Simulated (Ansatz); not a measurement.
Low-index surfaces of HfSi2, space group Cmcm (No. 63). Relaxed bulk:

```yaml
crystal:
  lattice:
    - [1.84132, -7.29645, 0.00000]
    - [1.84132, 7.29645, 0.00000]
    - [0.00000, 0.00000, 3.65907]
  atoms:
    - { symbol: Hf, position: [0.60547, 0.39453, 0.25000] }
    - { symbol: Hf, position: [0.39453, 0.60547, 0.75000] }
    - { symbol: Si, position: [0.94576, 0.05424, 0.25000] }
    - { symbol: Si, position: [0.05424, 0.94576, 0.75000] }
    - { symbol: Si, position: [0.24970, 0.75030, 0.25000] }
    - { symbol: Si, position: [0.75030, 0.24970, 0.75000] }
```

Miller indices refer to the conventional cell, a = 3.683 Å, b = 14.593 Å, c = 3.659 Å, α = 90.00°, β = 90.00°, γ = 90.00°.

Computed with Ansatz, DFT PBE, scalar-relativistic, plane waves, PAW. Cutoff 420 eV, Γ-centred meshes, Gaussian smearing of 0.10 eV, no spin polarisation.

All atoms of each slab relax at the bulk's in-plane cell, with a dipole correction; γ is the mean of a slab's two faces. Bonds are neighbours within 10 % of the shortest distances in the bulk.

(1) How do these faces compare: (010), ending in Si; (021), ending in Si?

Faces whose slabs rebuild by over 0.8 Å, distort in their middle or lose their symmetry through the k mesh, and polar cuts of insulators, are left out. Of the terminations computed for a plane the cheapest is shown.

The slabs are thin, so differences under about 0.05 J/m² or 0.1 eV aren't settled, and faces are 1×1 cells, without the reconstructions that some real ones have. Spin-orbit coupling is left out, which matters for the bands of heavy elements.

Results:

(1) 
| face | planes | thickness (Å) | area (Å²) | cut bonds per Å² | γ as cut (J/m²) | γ relaxed (J/m²) |
| --- | --- | --- | --- | --- | --- | --- |
| (010), ending in Si | 10 | 13.0 | 13.48 | 0.445 | 1.73 | 1.67 |
| (021), ending in Si | 24 | 12.2 | 30.06 | 0.299 | 1.55 | 1.36 |

The order follows the density of bonds that each cut crosses: the fewer, the cheaper the face.

The (021) face is cheaper than (010) both as cut and relaxed, but its energy falls by much less than the density of cut bonds, so the bonds can't all count equally. The (010) cut runs through the zigzag Si chains, between their two atomic planes. It breaks covalent Si–Si bonds, but most of the bonds it crosses are Hf–Si contacts at the long end of the counted range. These are probably weaker, which would explain the low cost per cut bond. The layered look of the structure along b therefore doesn't make this cut an easy cleavage.

Relaxation widens the gap, taking 1.55 to 1.36 J/m² on (021) but only 1.73 to 1.67 J/m² on (010). On (010), symmetry confines the atoms to moves along the surface normal, whereas on (021) they can also shift sideways, which probably helps the broken bonds to rearrange. Two faces give an order, not a general law for bond counting, and they don't settle the equilibrium crystal shape.
